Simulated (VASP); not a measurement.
# BaTiO3 (Barioperovskite) (Amm2) in VASP: further runs, part 3 of 3

VASP 6.6.1. Earlier steps stand in the parts before.

## Step 4: Relaxation of cell and atoms, LDA

Input file INCAR:

```
SYSTEM = BaTiO3
PREC = Accurate ; ENCUT = 600
EDIFF = 1E-7 ; ISMEAR = 0
SIGMA = 0.02 ; LREAL = .FALSE.
LASPH = .TRUE. ; NELM = 100
ALGO = Normal ; ISIF = 3
LWAVE = .FALSE. ; LCHARG = .FALSE.
GGA = CA ; IBRION = 2
NSW = 40 ; EDIFFG = -0.02
KPAR = 2
```

Input file KPOINTS:

```
Automatic mesh
0
G
  6 6 6
  0 0 0
```

Input file POSCAR:

```
BaTiO3
1.0
    3.9855000000      0.0000000000      0.0000000000
    0.0000000000      2.8369000000      2.8451500000
    0.0000000000     -2.8369000000      2.8451500000
Ba Ti O
1 1 3
Direct
    0.0000000000      0.0000000000      0.0000000000
    0.5000000000      0.5124000000      0.5124000000
    0.5000000000      0.9918400000      0.5052400000
    0.5000000000      0.5052400000      0.9918400000
    0.0000000000      0.4874000000      0.4874000000
```

Potentials or basis: VASP PAW LDA potentials, release 64 (Ba_sv, Ti_sv, O).

The run is started by

```
$ cat potpaw_LDA.64/Ba_sv/POTCAR potpaw_LDA.64/Ti_sv/POTCAR potpaw_LDA.64/O/POTCAR > POTCAR
$ mpirun -np 2 vasp_std > vasp.out
```

OUTCAR:

```text
SYSTEM = BaTiO3
   PREC = Accurate
   ENCUT = 600
   EDIFF = 1E-7
   ISMEAR = 0
   LREAL = .FALSE.
   LASPH = .TRUE.
   NELM = 100
   ISIF = 3
   GGA = CA
   IBRION = 2
   NSW = 40
   EDIFFG = -0.02

 ion  position               nearest neighbor table
   1  0.000  0.000  0.000-   5 2.77   4 2.81   3 2.81   3 2.81   4 2.81   5 2.84   5 2.84   4 2.84
                             3 2.84   3 2.84   4 2.84   5 2.92   2 3.42   2 3.42   2 3.47   2 3.47
   2  0.500  0.512  0.512-   3 1.93   4 1.93   5 2.00   5 2.00   3 2.09   4 2.09   1 3.42   1 3.42
                             1 3.47   1 3.47   1 3.47   1 3.47   1 3.53   1 3.53
   3  0.500  0.992  0.505-   2 1.93   2 2.09   1 2.81   1 2.81   1 2.84   1 2.84
   4  0.500  0.505  0.992-   2 1.93   2 2.09   1 2.81   1 2.81   1 2.84   1 2.84
   5  0.000  0.487  0.487-   2 2.00   2 2.00   1 2.77   1 2.84   1 2.84   1 2.92

[... 393 lines left out ...]
 Free energy of the ion-electron system (eV)
  ---------------------------------------------------
  ext. energy  EPLUGINS =         0.00000000
  ---------------------------------------------------
  free energy    TOTEN  =       -44.17690558 eV

  energy without entropy =      -44.17690558  energy(sigma->0) =      -44.17690558

 E-fermi :   3.8917     XC(G=0): -11.9006

 val. band max:        3.7807318835   @ k =   0.5000   0.5000   0.5000
 cond. band min:       5.7080312326   @ k =   0.0000   0.0000   0.0000
 fundamental gap:      1.9272993490
 Fermi energy:         3.8917414611

 k-point     1 :       0.0000    0.0000    0.0000
  band No.  band energies     occupation
      1     -51.8434      2.00000
      2     -28.5079      2.00000
      3     -28.5027      2.00000
      4     -28.4803      2.00000
      5     -20.8223      2.00000
      6     -12.8673      2.00000
[... 637 lines left out ...]
     23       7.8330      0.00000
     24       9.6449      0.00000

 [... further k-points ...]
[... 5 lines left out ...]
  --------------------------------------------------------------------------------------
  -------------------------------------------------------------------------------------
  Total       -0.0057213      0.0240185      0.0202284      0.0000000      0.0000000      0.0000000
  in kB       -0.1477517      0.6202747      0.5223973      0.0000000      0.0000000      0.0000000
  external PRESSURE =       0.3316401 kB  Pullay stress =       0.0000000 kB
[... 20 lines left out ...]
  FREE ENERGIE OF THE ION-ELECTRON SYSTEM (eV)
  ---------------------------------------------------
  free  energy   TOTEN  =       -44.1769055831 eV

  energy  without entropy=      -44.1769055831  energy(sigma->0) =      -44.17690558

 reached required accuracy - stopping structural energy minimisation
```

CONTCAR:

```text
BaTiO3
   1.00000000000000
     3.9396233173326265    0.0000000000000000    0.0000000000000000
     0.0000000000000000    2.8037722629722968    2.8083043947590793
     0.0000000000000000   -2.8037722629722968    2.8083043947590793
  Ba              Ti              O
     1     1     3
Direct
     0.0000000000000000    0.0042762226165950    0.0042762226165950
     0.5000000000000000    0.5146048519476946    0.5146048519476946
     0.5000000000000000    0.9890514257475341    0.4948844502322982
     0.5000000000000000    0.4948844502322982    0.9890514257475341
     0.0000000000000000    0.4940630494558826    0.4940630494558826

  0.00000000E+00  0.00000000E+00  0.00000000E+00
  0.00000000E+00  0.00000000E+00  0.00000000E+00
  0.00000000E+00  0.00000000E+00  0.00000000E+00
  0.00000000E+00  0.00000000E+00  0.00000000E+00
  0.00000000E+00  0.00000000E+00  0.00000000E+00
```

It took 3.5 min on 2 MPI ranks of Intel Xeon Platinum 8259CL at 2.50GHz (Skylake/Cascade Lake), shared host; peak memory 0.24 GiB.

Results:

- Free energy: -44.1769 eV
- Relaxed volume: 12.41 Å³/atom
- Relaxed cell: a = 3.940 Å, b = 3.968 Å, c = 3.968 Å, α = 89.91°, β = 90.00°, γ = 90.00°
- Space group after relaxing (to 0.05 Å): Amm2 (No. 38)
- Energy gained by relaxing: 13.8 meV/atom
- Ionic steps: 11
- Pressure after relaxing: 0.0 GPa
- Largest force after relaxing: 0.009 eV/Å
- Band gap on the k mesh: 1.93 eV, indirect (least direct gap 2.16 eV)

Forces in eV/Å, atoms in the order of the input:
```
Ba   0.000  0.000  0.002
Ti   0.000  0.000  0.009
O    0.000 -0.002 -0.003
O    0.000  0.002 -0.003
O    0.000  0.000 -0.005
```

The path:
```tsv
step	energy change (eV)	largest force (eV/Å)	pressure (GPa)	volume (Å³)
1	0.0000	0.2992	-6.78	64.34
2	0.0128	0.3921	9.19	59.40
3	-0.0572	0.2043	0.15	61.92
4	-0.0572	0.2046	0.30	61.87
5	-0.0623	0.1497	0.27	61.88
6	-0.0676	0.0689	0.23	61.89
7	-0.0687	0.0508	-0.28	62.11
8	-0.0687	0.0522	-0.26	62.09
9	-0.0687	0.0213	0.42	61.92
10	-0.0689	0.0239	0.09	62.00
11	-0.0690	0.0089	0.03	62.04
```

Final structure:
```cif
data_structure
_symmetry_space_group_name_H-M 'P 1'
_symmetry_Int_Tables_number 1
_cell_length_a 3.9396
_cell_length_b 3.9683
_cell_length_c 3.9683
_cell_angle_alpha 89.907
_cell_angle_beta 90.000
_cell_angle_gamma 90.000
_cell_volume 62.04
loop_
_atom_site_label
_atom_site_type_symbol
_atom_site_fract_x
_atom_site_fract_y
_atom_site_fract_z
_atom_site_occupancy
Ba1 Ba 0.00000 0.00428 0.00428 1
Ti1 Ti 0.50000 0.51460 0.51460 1
O1 O 0.50000 0.98905 0.49488 1
O2 O 0.50000 0.49488 0.98905 1
O3 O 0.00000 0.49406 0.49406 1
```

Levels at points of the mesh, in eV from the valence-band top:
| k point | band 17 | band 18 | band 19 | band 20 | band 21 | band 22 | band 23 | band 24 |
| --- | --- | --- | --- | --- | --- | --- | --- | --- |
| (0.00, 0.00, 0.00) | -1.18 | -0.31 | -0.30 | -0.23 | 1.93 | 2.04 | 2.10 | 4.41 |
| (0.50, 0.00, 0.00) | -1.84 | -1.75 | -0.96 | -0.86 | 2.26 | 3.72 | 3.80 | 4.39 |
| (0.00, 0.50, 0.00) | -1.93 | -1.82 | -0.83 | -0.75 | 2.14 | 3.74 | 3.76 | 4.39 |
| (0.50, 0.50, 0.00) | -1.70 | -0.88 | -0.87 | -0.09 | 3.77 | 3.78 | 4.16 | 5.13 |
| (0.00, 0.50, 0.50) | -1.67 | -0.87 | -0.84 | -0.17 | 3.75 | 3.77 | 4.13 | 5.26 |
| (0.50, 0.50, 0.50) | -2.38 | -0.08 | -0.01 | 0.00 | 4.41 | 4.43 | 4.48 | 6.71 |

Caveat: spin-orbit coupling is left out, which moves the levels of the heavy elements.

## Step 5: Relaxation of cell and atoms, r2SCAN

Input file INCAR:

```
PREC = Accurate
ENCUT = 600
EDIFF = 1E-6
ISMEAR = 0
SIGMA = 0.02
LREAL = F
LASPH = T
NELM = 80
ALGO = Normal
ISIF = 3
LWAVE = F
LCHARG = F
METAGGA = R2SCAN
LMIXTAU = T
IBRION = 2
NSW = 60
EDIFFG = -0.02
KPAR = 2
```

Input file KPOINTS:

```
regular mesh
0
Gamma
  6 6 6
```

POSCAR is that of step 4.

Potentials or basis: VASP PAW PBE potentials, release 64 (Ba_sv, Ti_sv, O).

The run is started by

```
$ cat potpaw_PBE.64/Ba_sv/POTCAR potpaw_PBE.64/Ti_sv/POTCAR potpaw_PBE.64/O/POTCAR > POTCAR
$ mpirun -np 2 vasp_std > vasp.out
```

Run time: 10 min. Hardware: 2 MPI ranks of Intel Xeon 6975P-C (Granite Rapids), shared host; peak memory 0.26 GiB.

The run converged. Its results:

```yaml
Free_energy: -74.2778 eV
Relaxed_volume: 13.12 Å³/atom
Relaxed_cell: a = 3.980 Å, b = 4.060 Å, c = 4.060 Å, α = 89.70°, β = 90.00°, γ = 90.00°
Space_group_after_relaxing_to_0.05_Å: Amm2 (No. 38)
Energy_gained_by_relaxing: 7.0 meV/atom
Ionic_steps: 16
Pressure_after_relaxing: 0.0 GPa
Largest_force_after_relaxing: 0.015 eV/Å
Band_gap_on_the_k_mesh: 2.57 eV, indirect (least direct gap 3.02 eV)
```

Forces on the atoms (eV/Å):
```
Ba   0.000  0.000  0.003
Ti   0.000  0.000  0.002
O    0.000 -0.007  0.005
O    0.000  0.007  0.005
O    0.000  0.000 -0.015
```

Step by step:
| step | energy change (eV) | largest force (eV/Å) | pressure (GPa) | volume (Å³) |
| --- | --- | --- | --- | --- |
| 1 | 0.0000 | 0.2750 | 0.87 | 64.34 |
| 2 | -0.0123 | 0.2389 | -0.58 | 64.99 |
| 3 | -0.0160 | 0.2801 | -1.87 | 65.60 |
| 4 | -0.0227 | 0.2485 | -1.27 | 65.48 |
| 5 | -0.0288 | 0.1269 | 0.07 | 65.25 |
| 6 | -0.0306 | 0.1093 | 0.14 | 65.25 |
| 7 | -0.0331 | 0.0829 | 0.28 | 65.26 |
| 8 | -0.0334 | 0.0732 | 0.34 | 65.27 |
| 9 | -0.0340 | 0.0542 | -0.04 | 65.45 |
| 10 | -0.0341 | 0.0750 | -0.42 | 65.63 |
| 11 | -0.0345 | 0.0616 | -0.35 | 65.65 |
| 12 | -0.0348 | 0.0540 | -0.12 | 65.69 |
| 13 | -0.0348 | 0.0427 | -0.15 | 65.69 |
| 14 | -0.0350 | 0.0332 | -0.03 | 65.64 |
| 15 | -0.0351 | 0.0221 | 0.15 | 65.57 |
| 16 | -0.0352 | 0.0152 | 0.04 | 65.61 |

Final structure:
```yaml
crystal:
  lattice:
    - [3.97988, 0.00000, 0.00000]
    - [0.00000, 2.86351, 2.87871]
    - [0.00000, -2.86351, 2.87871]
  atoms:
    - { symbol: Ba, position: [0.00000, 0.00720, 0.00720] }
    - { symbol: Ti, position: [0.50000, 0.52258, 0.52258] }
    - { symbol: O, position: [0.50000, 0.98122, 0.49408] }
    - { symbol: O, position: [0.50000, 0.49408, 0.98122] }
    - { symbol: O, position: [0.00000, 0.49180, 0.49180] }
```

Levels at points of the mesh, in eV from the valence-band top:
```tsv
k point	band 17	band 18	band 19	band 20	band 21	band 22	band 23	band 24
(0.00, 0.00, 0.00)	-1.14	-0.53	-0.52	-0.45	2.57	2.75	2.84	4.57
(0.50, 0.00, 0.00)	-1.65	-1.55	-1.21	-1.10	2.94	3.99	4.17	4.57
(0.00, 0.50, 0.00)	-1.84	-1.68	-0.97	-0.82	2.77	4.03	4.05	4.56
(0.50, 0.50, 0.00)	-1.77	-0.98	-0.94	-0.08	4.08	4.10	4.46	5.10
(0.00, 0.50, 0.50)	-1.69	-0.95	-0.88	-0.27	4.04	4.07	4.37	5.37
(0.50, 0.50, 0.50)	-2.43	-0.19	-0.02	0.00	4.58	4.61	4.73	7.00
```

Caveat: the PAW data sets were made with another functional, which shifts forces and pressure a little; spin-orbit coupling is left out, which moves the levels of the heavy elements.

## Step 6: The reference run

An earlier run on the cell as given: functional PBEsol; potentials or basis VASP PAW PBE potentials, release 64 (Ba_sv, Ti_sv, O); cutoff 520 eV; k mesh 7 × 7 × 7; occupations fermi-dirac, width 0.05 eV; no spin polarisation.

* Pressure: -2.1 GPa
* Largest force: 0.277 eV/Å
* Band gap on the k mesh: 1.88 eV, indirect (least direct gap 2.01 eV)

## Step 7: Overview

| task | level | potentials or basis | cell | k mesh | cutoff (eV) | smearing | ladder | gap on the mesh (eV) | pressure (GPa) | relaxed volume (Å³/atom) | largest force (eV/Å) |
| --- | --- | --- | --- | --- | --- | --- | --- | --- | --- | --- | --- |
| relaxation of cell and atoms | PW91 | VASP PAW PBE potentials, release 64 (Ba_sv, Ti_sv, O) | relaxed | 7 × 7 × 7 | 600 | fermi-dirac 0.05 eV | - | 2.37 | 0.0 | 13.47 | 0.01 |
| relaxation of cell and atoms | AM05 | VASP PAW PBE potentials, release 64 (Ba_sv, Ti_sv, O) | relaxed | 7 × 7 × 7 | 600 | fermi-dirac 0.05 eV | - | 2.29 | -0.1 | 12.97 | 0.01 |
| relaxation of cell and atoms | LDA | VASP PAW LDA potentials, release 64 (Ba_sv, Ti_sv, O) | relaxed | 6 × 6 × 6 | 600 | gaussian 0.02 eV | gaps | 1.93 | 0.0 | 12.41 | 0.01 |
| relaxation of cell and atoms | r2SCAN | VASP PAW PBE potentials, release 64 (Ba_sv, Ti_sv, O) | relaxed | 6 × 6 × 6 | 600 | gaussian 0.02 eV | gaps | 2.57 | 0.0 | 13.12 | 0.02 |
| single point | PBEsol | VASP PAW PBE potentials, release 64 (Ba_sv, Ti_sv, O) | as given | 7 × 7 × 7 | 520 | fermi-dirac 0.05 eV | free | 1.88 | -2.1 | - | 0.28 |

Alike in all rows: no spin polarisation.

Caveats: spin-orbit coupling is left out, which moves the levels of the heavy elements; the PAW data sets were made with another functional, which shifts forces and pressure a little (some runs); an odd mesh through Γ misses points on the zone boundary, where band edges often lie (some runs).

Total energies depend on the potentials used, so only differences within one code and one set of settings carry meaning.
